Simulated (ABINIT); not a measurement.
# Pt (P6_3/mmc) in ABINIT: phonons with PBE

Aim: the phonons of Pt with PBE.

Everything below comes from runs of ABINIT 10.8.3 (patched build). Logs are shortened: lines on timing, memory, paths and dates and some standing lists are left out, and cuts for length are marked. The log counts tension as positive stress, the text compression.

## Step 1: The crystal as given

Symmetry: P6_3/mmc, No. 194, hexagonal system. Conventional cell: a = 2.761 Å, b = 2.761 Å, c = 4.792 Å, α = 90.00°, β = 90.00°, γ = 120.00°. Pt (site symmetry -6m2) is surrounded by 12 Pt at 2.76 to 2.88 Å.

This isn't the form of Pt at room conditions, which is fcc.

## Step 2: Phonons, PBE

Input file run.abi:

```
# Datasets
ndtset 2

# Pseudopotentials
pp_dirpath "./"
pseudos "Pt.GGA_PBE-JTH.xml"

# Structure
acell 3*1.0 Angstrom
rprim
     2.7606656158     0.0000000000     0.0000000000
    -1.3803328079     2.3908065546     0.0000000000
     0.0000000000     0.0000000000     4.7921340000
ntypat 1
znucl 78
natom 2
typat 1 1
xred
            1/3            2/3            1/4
            2/3            1/3            3/4

# Plane-wave basis
ecut 326.536635 eV
pawecutdg 24.0
pawxcdev 0

# k points
ngkpt 12 12 8
nshiftk 1
shiftk 0.0 0.0 0.0

# Exchange and correlation
ixc 11

# Bands and occupations
nband 18
occopt 4
tsmear 0.00734986

# SCF cycle
nstep 80

# Output
prteig 0
prtebands 0
prtwf 0
prtden 0
prtpot 0

# Dataset 1: ground state
kptopt1 1
tolvrs1 1.0e-11
prtwf1 1
tolwfr1 1.0e-14
nbdbuf1 4
nline1 6

# Dataset 2: response at q = 0 to atomic displacements
rfphon2 1
rfatpol2 1 2
rfdir2 1 1 1
getwfk2 1
kptopt2 2
nqpt2 1
qpt2 0.0 0.0 0.0
tolvrs2 1.0e-8
```

Input file mrgddb.in:

```
merged_DDB
Pt
2
runo_DS1_DDB
runo_DS2_DDB
```

Input file anaddb.abi:

```
ddb_filepath "merged_DDB"
output_file "anaddb.abo"
outdata_prefix "ana"
asr 1
chneut 0
dipdip 0
dieflag 0
enunit 0
eivec 1
nph1l 1
qph1l 0.0 0.0 0.0 1.0
```

Potentials or basis: JTH PAW PBE v2.0.

Started as:

```sh
$ abinit run.abi > log 2>&1
$ mrgddb < mrgddb.in > mrgddb.log 2>&1
$ anaddb anaddb.abi > anaddb.log 2>&1
```

run.abo:

```text
.Version 10.8.3 of ABINIT
 DATASET    1 : space group P6_3/m m c (#194); Bravais hP (primitive hexag.)
================================================================================
 Values of the parameters that define the memory need for DATASET  1.
     intxc =       0    ionmov =       0      iscf =      17    lmnmax =      18
     lnmax =       6     mgfft =      30  mpssoang =       3    mqgrid =    3001
     natom =       2  nloc_mem =       2    nspden =       1   nspinor =       1
    nsppol =       1      nsym =      24    n1xccc =       1    ntypat =       1
    occopt =       4   xclevel =       2
       mpw =         438          nfft =        9720          nkpt =          95
 PAW method is used; the additional fine FFT grid is defined by:
   mgfftf=        40    nfftf =     23040
================================================================================
================================================================================

 DATASET    2 : space group P6_3/m m c (#194); Bravais hP (primitive hexag.)
================================================================================
 Values of the parameters that define the memory need for DATASET  2 (RF).
     intxc =       0      iscf =       7    lmnmax =      18     lnmax =       6
     mgfft =      30  mpssoang =       3    mqgrid =    3001     natom =       2
  nloc_mem =       2    nspden =       1   nspinor =       1    nsppol =       1
      nsym =      24    n1xccc =       1    ntypat =       1    occopt =       4
   xclevel =       2
      nfft =        9720          nkpt =         580
================================================================================
================================================================================

--------------------------------------------------------------------------------
------------- Echo of variables that govern the present computation ------------
--------------------------------------------------------------------------------
 -outvars: echo values of preprocessed input variables --------
            acell      1.8897261259E+00  1.8897261259E+00  1.8897261259E+00 Bohr
              amu      1.95080000E+02
             ecut      1.20000000E+01 Hartree
           getwfk1          0
           getwfk2          1
             iscf1         17
             iscf2          7
                       outvar_i_n : Printing only first  50 k-points.
              ixc          11
           jdtset        1    2
                       outvar_i_n : Printing only first  50 k-points.
           kptopt1          1
           kptopt2          2
         kptrlatt       12    0    0      0   12    0      0    0    8
          kptrlen      6.26028233E+01
            natom           2
            nband1         18
            nband2         18
           nbdbuf1          4
           nbdbuf2          2
           ndtset           2
            ngfft          18      18      30
          ngfftdg          24      24      40
             nkpt1         95
             nkpt2        580
            nline1          6
            nline2          4
             nqpt1          0
             nqpt2          1
            nstep          80
             nsym          24
           ntypat           1
                       prtocc : prtvol=0, do not print more k-points.
                       prtocc : prtvol=0, do not print more k-points.
           occopt           4
        optdriver1          0
        optdriver2          1
        pawecutdg      2.40000000E+01 Hartree
         pawxcdev           0
           prtden           0
        prtebands           0
           prteig           0
            prtwf1          1
            prtwf2          0
           rfphon1          0
           rfphon2          1
            rprim      2.7606656158E+00  0.0000000000E+00  0.0000000000E+00
                      -1.3803328079E+00  2.3908065546E+00  0.0000000000E+00
                       0.0000000000E+00  0.0000000000E+00  4.7921340000E+00
          spgroup         194
           tolvrs1     1.00000000E-11
           tolvrs2     1.00000000E-08
           tolwfr1     1.00000000E-14
           tolwfr2     0.00000000E+00
           tsmear      7.34986000E-03 Hartree
            typat      1  1
           useylm           1
[... 286 lines left out ...]

--------------------------------------------------------------------------------

 dfpt_looppert : total number of electrons, from k and k+q
  fully or partially occupied states are    2.000000E+01 and    2.000000E+01.
 Initialisation of the first-order wave-functions :
  ireadwf=   0

--- !BeginCycle
iteration_state: {dtset: 2, }
solver: {iscf: 7, nstep: 80, nline: 4, wfoptalg: 10, }
tolerances: {tolvrs: 1.00E-08, }
...

     iter   2DEtotal(Ha)        deltaE(Ha) residm    vres2
-ETOT  1   31.464227248334     -4.404E+02 2.936E+00 5.363E+04
 ETOT  2   3.6538928971081     -2.781E+01 1.271E-01 5.868E+03
 ETOT  3 -0.19454592926232     -3.848E+00 4.630E-02 9.954E+00
 ETOT  4 -0.22242535476554     -2.788E-02 7.004E-03 8.996E-01
 ETOT  5 -0.22297437253591     -5.490E-04 1.636E-03 1.863E+00
 ETOT  6 -0.22378361950351     -8.092E-04 8.773E-04 2.809E-01
 ETOT  7 -0.22389825639474     -1.146E-04 2.017E-04 1.135E-02
 ETOT  8 -0.22386619104023      3.207E-05 1.254E-04 1.041E-01
 ETOT  9 -0.22390991112733     -4.372E-05 3.630E-05 2.718E-04
 ETOT 10 -0.22391006715296     -1.560E-07 2.337E-05 3.695E-04
 ETOT 11 -0.22391013017196     -6.302E-08 7.671E-06 1.690E-04
 ETOT 12 -0.22391016232226     -3.215E-08 4.765E-06 5.858E-05
 ETOT 13 -0.22391018262048     -2.030E-08 1.635E-06 1.670E-07
 ETOT 14 -0.22391018276202     -1.415E-10 9.927E-07 1.935E-07
 ETOT 15 -0.22391018281067     -4.866E-11 3.483E-07 7.757E-08
 ETOT 16 -0.22391018283534     -2.461E-11 2.081E-07 1.198E-08
 ETOT 17 -0.22391018284421     -8.868E-12 7.421E-08 4.750E-09

 At SCF step   17       vres2   =  4.75E-09 < tolvrs=  1.00E-08 =>converged.
================================================================================

 ----iterations are completed or convergence reached----

 Mean square residual over all n,k,spin=   23.343E-12; max=  74.208E-09

 2DEtotal=   -0.2239101828E+00 Ha. Also 2DEtotal=   -0.609290646978E+01 eV
    (2DErelax=   -4.7207631351E+02 Ha. 2DEnonrelax=    4.7185240333E+02 Ha)
    (  non-var. 2DEtotal :   -2.2390984106E-01 Ha)

--------------------------------------------------------------------------------
 Perturbation wavevector (in red.coord.)   0.000000  0.000000  0.000000
 Perturbation : displacement of atom   1   along direction   3
 Found     6 symmetries that leave the perturbation invariant.
 symkpt : the number of k-points, thanks to the symmetries,
 is reduced to   131 .

--------------------------------------------------------------------------------

--------------------------------------------------------------------------------

 dfpt_looppert : total number of electrons, from k and k+q
  fully or partially occupied states are    2.000000E+01 and    2.000000E+01.
 Initialisation of the first-order wave-functions :
  ireadwf=   0

--- !BeginCycle
iteration_state: {dtset: 2, }
solver: {iscf: 7, nstep: 80, nline: 4, wfoptalg: 10, }
tolerances: {tolvrs: 1.00E-08, }
...

     iter   2DEtotal(Ha)        deltaE(Ha) residm    vres2
-ETOT  1   3397.1274793095      1.753E+03 2.497E+01 1.229E+07
 ETOT  2   159.90190335592     -3.237E+03 8.512E+00 5.324E+05
 ETOT  3   9.1520048298405     -1.507E+02 5.593E+00 1.053E+03
 ETOT  4   8.4451164992388     -7.069E-01 2.936E-01 4.045E+02
 ETOT  5   8.3388763343751     -1.062E-01 5.416E-02 6.863E+01
 ETOT  6   8.3207110133635     -1.817E-02 1.763E-02 3.206E+01
 ETOT  7   8.3097333805570     -1.098E-02 2.641E-03 5.320E-01
 ETOT  8   8.3100945086837      3.611E-04 9.332E-04 1.545E+00
 ETOT  9   8.3094699430471     -6.246E-04 2.047E-04 3.440E-02
 ETOT 10   8.3094587345295     -1.121E-05 6.880E-05 3.972E-03
 ETOT 11   8.3094569424720     -1.792E-06 2.434E-05 2.711E-04
 ETOT 12   8.3094568344175     -1.081E-07 7.797E-06 4.096E-06
 ETOT 13   8.3094568375329      3.115E-09 2.945E-06 1.251E-05
 ETOT 14   8.3094568345402     -2.993E-09 8.970E-07 3.280E-06
 ETOT 15   8.3094568336112     -9.290E-10 3.603E-07 3.011E-07
 ETOT 16   8.3094568334989     -1.123E-10 1.050E-07 7.842E-10

 At SCF step   16       vres2   =  7.84E-10 < tolvrs=  1.00E-08 =>converged.
================================================================================

 ----iterations are completed or convergence reached----

 Mean square residual over all n,k,spin=   12.731E-11; max=  10.497E-08

 2DEtotal=    0.8309456833E+01 Ha. Also 2DEtotal=    0.226111839391E+03 eV
    (2DErelax=   -1.6362442445E+03 Ha. 2DEnonrelax=    1.6445537013E+03 Ha)
    (  non-var. 2DEtotal :    8.3095026543E+00 Ha)

================================================================================

 ---- first-order wavefunction calculations are completed ----

 ==> Compute Derivative Database <==

  Dynamical matrix, in cartesian coordinates,
   if specified in the inputs, asr has been imposed
     j1       j2             matrix element
  dir pert dir pert     real part    imaginary part

   1    1   1    1        -0.0052366206        -0.0000000000
   1    1   1    2         0.0052366206         0.0000000000

   2    1   2    1        -0.0052366206        -0.0000000000
   2    1   2    2         0.0052366206         0.0000000000
[... 10 lines left out ...]
   3    2   3    1        -0.1024777011        -0.0000000000
   3    2   3    2         0.1024777011         0.0000000000

  Phonon wavevector (reduced coordinates) :  0.00000  0.00000  0.00000
 Phonon energies in Hartree :
  -1.716146E-04 -1.716146E-04  0.000000E+00  0.000000E+00  0.000000E+00
   7.591774E-04
 Phonon frequencies in cm-1    :
  -3.766504E+01 -3.766504E+01  0.000000E+00  0.000000E+00  0.000000E+00
   1.666202E+02

== END DATASET(S) ==============================================================
================================================================================

 -outvars: echo values of variables after computation  --------
            acell      1.8897261259E+00  1.8897261259E+00  1.8897261259E+00 Bohr
           etotal1    -5.4034796624E+01
           etotal2     8.3094568335E+00
            fcart1     6.4517343210E-29  9.6847674222E-29 -0.0000000000E+00
                      -6.4517343210E-29 -9.6847674222E-29 -0.0000000000E+00
            fcart2     0.0000000000E+00  0.0000000000E+00  0.0000000000E+00
                       0.0000000000E+00  0.0000000000E+00  0.0000000000E+00
            rprim      2.7606656158E+00  0.0000000000E+00  0.0000000000E+00
                      -1.3803328079E+00  2.3908065546E+00  0.0000000000E+00
                       0.0000000000E+00  0.0000000000E+00  4.7921340000E+00
           strten1     9.3524702498E-05  9.3524703368E-05  1.1254298679E-04
                       0.0000000000E+00  0.0000000000E+00  0.0000000000E+00
           strten2     0.0000000000E+00  0.0000000000E+00  0.0000000000E+00
                       0.0000000000E+00  0.0000000000E+00  0.0000000000E+00
           xangst     -4.7662375796E-17  1.5938710364E+00  1.1980335000E+00
                       1.3803328079E+00  7.9693551820E-01  3.5941005000E+00
             xred      3.3333333333E-01  6.6666666667E-01  2.5000000000E-01
                       6.6666666667E-01  3.3333333333E-01  7.5000000000E-01
 Calculation completed.
```

Wall time 9.9 min (1 thread of Intel Xeon at 2.50GHz (Skylake/Cascade Lake), shared host); peak memory 0.5 GiB.

Results:

- Free energy: -1470.3617 eV
- Band gap on the k mesh: none (metal or under the smearing width)
- Highest phonon frequency at Γ: 167 cm⁻¹
- Most unstable mode: 38i cm⁻¹

Phonon frequencies in cm⁻¹ (negative: imaginary):
```
              q point        frequencies
(0.000, 0.000, 0.000)  -38 -38 0 0 0 167
```

Caveat: some modes are imaginary. The run has no spin-orbit coupling, so splittings on Pt are missing.
